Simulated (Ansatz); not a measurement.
In HgSe (zinc blende type) the Hg atom of the primitive cell, with all its periodic images, is moved by 0.06 Å along [111].

```
CELL_PARAMETERS angstrom
0.00000 3.13500 3.13500
3.13500 0.00000 3.13500
3.13500 3.13500 0.00000
ATOMIC_POSITIONS crystal
Hg 0.00552 0.00552 0.00552
Se 0.25000 0.25000 0.25000
```

Method: Ansatz, HSE06, plane waves, PAW datasets (generated hard set).

Cutoff 700 eV; exchange singularity: regularized; k-mesh 4×4×4 Γ-centred; Fermi–Dirac smearing of 0.1 eV; no spin polarisation; no spin–orbit coupling.

**Question.** What force results?

**Answer.** The force on it along the displacement is -0.1633 eV/Å, a force constant of 2.72 eV/Å². A one-sided step along [111] also holds the cubic anharmonicity.

| atom | Fx (eV/Å) | Fy (eV/Å) | Fz (eV/Å) |
| --- | --- | --- | --- |
| Hg1 | -0.0943 | -0.0943 | -0.0943 |
| Se2 | 0.0943 | 0.0943 | 0.0943 |

The k-mesh is coarse, so these values belong to this mesh and can lie far from the converged ones. Potentials made with PBE were used with another functional.
